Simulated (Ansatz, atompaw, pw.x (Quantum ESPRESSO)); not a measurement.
# Equation-of-state test of one PAW (atompaw) potential (W (Z = 74))

* Element: tungsten
* Generator: atompaw 4.2.0.5
* Type: PAW
* Functional: PBE
* Relativity: scalar-relativistic
* Frozen core: [Xe] 4f14
* Valence charge: 6
* Reference configuration: 5d4 6s2 6p0
* Partial waves: 6s (bound): rc 3.00 bohr; 6s channel at -0.05 Ry: rc 3.00 bohr; 6p (bound, empty): rc 3.00 bohr; 6p channel at 0.75 Ry: rc 3.00 bohr; 5d (bound): rc 3.00 bohr; 5d channel at 0.55 Ry: rc 1.85 bohr
* Local potential: bessel scheme, radius 2.50 bohr
* Core correction: smooth core density matched at 2.20 bohr
* Augmentation charge: sinc compensation charge, radius 2.20 bohr; PAW radius 3.00 bohr; waves and projectors: custom polynom gramschmidtortho

Crystal test: sc W in pw.x 7.5, no spin, 12³ k-points, Fermi–Dirac smearing 0.01 Ry, cutoffs 40/400 Ry. The reference is all-electron LAPW (Ansatz 0.2.0) with the same functional, mesh and smearing; V0 and B0 come from Birch–Murnaghan fits to the pressures at five volumes. Errors are pseudo minus all-electron; Δ is the rms difference of the E(V) curves that follow from these fits, minima aligned, over ±6 % about the mean V0. Mesh and smearing are coarse, so the numbers serve the comparison and aren't converged zero-temperature values; the lattice is a test structure that the element need not adopt.

```json
{"V (Å³/atom)": "17.612", "P all-electron (GPa)": "9.79", "P pseudo (GPa)": "14.46"}
{"V (Å³/atom)": "18.076", "P all-electron (GPa)": "3.46", "P pseudo (GPa)": "7.59"}
{"V (Å³/atom)": "18.539", "P all-electron (GPa)": "-2.09", "P pseudo (GPa)": "1.57"}
{"V (Å³/atom)": "19.002", "P all-electron (GPa)": "-6.95", "P pseudo (GPa)": "-3.71"}
{"V (Å³/atom)": "19.466", "P all-electron (GPa)": "-11.21", "P pseudo (GPa)": "-8.33"}
```

All-electron: a0 = 2.638 Å (V0 = 18.36 Å³/atom), B0 = 216.4 GPa.

Pseudopotential: mean pressure error (GPa): +3.71; a0 (Å): 2.653; a0 error (%): +0.57; B0 error (%): +0.9; Δ (meV/atom): 15.0. The largest radius (3.00 bohr) exceeds half the bond length (2.50 bohr), so the spheres overlap, which is one possible source of error among others. This is a poor potential for the solid.

Question: At the middle volume, how do free energy and pressure move when the wave cutoff is lowered (ecutrho held at 400 Ry)?

Answer:

```csv
cutoff (Ry),shift of F (meV/atom),shift of P (GPa)
18,+149.8,-3.89
24,+4.7,-0.18
32,+1.6,+0.01
```

Input at the middle volume:

```
&control
  calculation='scf', prefix='x', pseudo_dir='./', outdir='./tmp', tstress=.true., disk_io='low'
/
&system
  ibrav=0, nat=1, ntyp=1, ecutwfc=40, ecutrho=400, nbnd=10,
  occupations='smearing', smearing='fd', degauss=0.01
/
&electrons
  conv_thr=1e-09, mixing_beta=0.4, electron_maxstep=70
/
ATOMIC_SPECIES
W 1.0 W.UPF
CELL_PARAMETERS angstrom
  2.64664343 0.00000000 0.00000000
  0.00000000 2.64664343 0.00000000
  0.00000000 0.00000000 2.64664343
ATOMIC_POSITIONS crystal
W 0.0000 0.0000 0.0000
K_POINTS automatic
12 12 12 0 0 0
```

```bash
pw.x < W.scf.in > W.scf.out
```

Lines of the output:

```
Message from routine setup:
     using ibrav=0 with symmetry is DISCOURAGED, use correct ibrav instead
     lattice parameter (alat)  =       5.0014  a.u.
     unit-cell volume          =     125.1074 (a.u.)^3
     number of electrons       =         6.00
     number of Kohn-Sham states=           10
     kinetic-energy cutoff     =      40.0000  Ry
     charge density cutoff     =     400.0000  Ry
     scf convergence threshold =      1.0E-09
     Exchange-correlation= SLA PW PBX PBC
     number of k points=    84  Fermi-Dirac smearing, width (Ry)=  0.0100
     iteration #  1     ecut=    40.00 Ry     beta= 0.40
     total energy              =    -655.08567878 Ry
     estimated scf accuracy    <       0.01533512 Ry
     iteration #  2     ecut=    40.00 Ry     beta= 0.40
     total energy              =    -655.08963025 Ry
     estimated scf accuracy    <       0.00526691 Ry
     iteration #  3     ecut=    40.00 Ry     beta= 0.40
     total energy              =    -655.09025955 Ry
     estimated scf accuracy    <       0.00061591 Ry
     iteration #  4     ecut=    40.00 Ry     beta= 0.40
     total energy              =    -655.09033249 Ry
     estimated scf accuracy    <       0.00000549 Ry
     iteration #  5     ecut=    40.00 Ry     beta= 0.40
     c_bands:  1 eigenvalues not converged
     total energy              =    -655.09034115 Ry
     estimated scf accuracy    <       0.00000301 Ry
     iteration #  6     ecut=    40.00 Ry     beta= 0.40
     total energy              =    -655.09034161 Ry
     estimated scf accuracy    <       0.00000002 Ry
     iteration #  7     ecut=    40.00 Ry     beta= 0.40
     total energy              =    -655.09034167 Ry
     estimated scf accuracy    <          4.6E-09 Ry
     iteration #  8     ecut=    40.00 Ry     beta= 0.40
     total energy              =    -655.09034168 Ry
     estimated scf accuracy    <          2.6E-09 Ry
     iteration #  9     ecut=    40.00 Ry     beta= 0.40
     the Fermi energy is    12.2707 ev
!    total energy              =    -655.09034168 Ry
     estimated scf accuracy    <          8.9E-12 Ry
     smearing contrib. (-TS)   =      -0.00270549 Ry
     convergence has been achieved in   9 iterations
          total   stress  (Ry/bohr**3)                   (kbar)     P=       15.66
```

The run at the middle volume (84 k-points, 9 iterations) took about 16 s on one core of a shared host (Intel(R) Xeon(R) Platinum 8259CL CPU @ 2.50GHz, 96 threads, 755 GiB, load 53).
